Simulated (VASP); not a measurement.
Input of a VASP 6.6.1 run:

Contents of INCAR:

```
PREC = Accurate ; ENCUT = 520
EDIFF = 1E-7 ; ISMEAR = 0
SIGMA = 0.05 ; LREAL = False
LASPH = True ; NELM = 100
ALGO = Normal ; ISIF = 2
LWAVE = False ; LCHARG = False
ISPIN = 2 ; MAGMOM = 0.5 -0.5 0 0 0 0
LORBIT = 11 ; LMAXMIX = 4
LDAU = True ; LDAUTYPE = 2
LDAUL = 2 -1 ; LDAUU = 2 0
LDAUJ = 0 0 ; LDAUPRINT = 1
GGA = PS
```

Contents of KPOINTS:

```
regular mesh
0
Gamma
  6 6 5
```

POSCAR

```
WS2
1.0
    1.5790001700      0.9116361700      6.1633291500
   -1.5790001700     -0.9116361700     12.3266583000
    0.0000000000     -3.6465446800     12.3266583000
W S
2 4
Direct
    0.0000000000      0.0000000000      0.0000000000
    0.0000000000      0.0000000000      0.5000000000
    0.7503000000      0.7503000000      0.0000000000
    0.5810000000      0.5810000000      0.0000000000
    0.7503000000      0.7503000000      0.5000000000
    0.5810000000      0.5810000000      0.5000000000
```

Potentials or basis: VASP PAW PBE potentials, release 64 (W_sv, S).

Command:

```console
$ cat potpaw_PBE.64/W_sv/POTCAR potpaw_PBE.64/S/POTCAR > POTCAR
$ mpirun -np 1 vasp_std > vasp.out
```

**Question.** Estimate the largest force.

**Answer.** 0.613 eV/Å.

**Question.** Predict the band gap on the k mesh.

**Answer.** 0.99 eV.

Forces in eV/Å, atoms in the order of the input:
```
W    0.001  0.000 -0.613
W    0.001  0.000 -0.613
S   -0.001  0.000  0.441
S    0.000  0.000  0.172
S   -0.001  0.000  0.441
S    0.000  0.000  0.172
```

Caveat: the PAW data sets were made with another functional, which shifts forces and pressure a little; spin-orbit coupling is left out, which moves the levels of the heavy elements; an odd mesh through Γ misses points on the zone boundary, where band edges often lie. The state reached can hang on the start; a lower one may exist.
